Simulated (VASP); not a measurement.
TiO, 2 atoms in the cell. It takes space group P4/mmm (No. 123, tetragonal). The conventional cell has a = 3.009 Å, b = 3.009 Å, c = 3.680 Å, α = 90.00°, β = 90.00°, γ = 90.00°. Around Ti (site symmetry 4/mmm) lie 2 O at 1.84 Å. O (site symmetry 4/mmm) is surrounded by 2 Ti at 1.84 Å. The cell was built by a generator and needn't be a form met in nature.

- Program: VASP 6.6.1
- Task: single point
- Functional: PBE
- Potentials or basis: VASP PAW PBE potentials, release 64 (Ti_sv, O)
- Cutoff: 520 eV
- k mesh: 18 × 18 × 16
- Occupations: gaussian, width 0.1 eV
- Spin: no spin polarisation
- Dipole correction: no
- Further INCAR settings: ALGO = Fast; EDIFF = 1e-07; NBANDS = 16

Potentials or basis: VASP PAW PBE potentials, release 64 (Ti_sv, O).

The run is started by

```sh
$ cat potpaw_PBE.64/Ti_sv/POTCAR potpaw_PBE.64/O/POTCAR > POTCAR
$ mpirun -np 1 vasp_std > vasp.out
```

Hardware: 1 thread of Intel(R) Xeon(R) 6975P-C (Granite Rapids), with other jobs on the host.

Problem. Estimate the wall time of this run.

Solution. Wall time 2.5 min on 1 thread of Intel(R) Xeon(R) 6975P-C (Granite Rapids) (shared host), peak memory 0.36 GiB. Counts: scf iterations 26, k points 495.
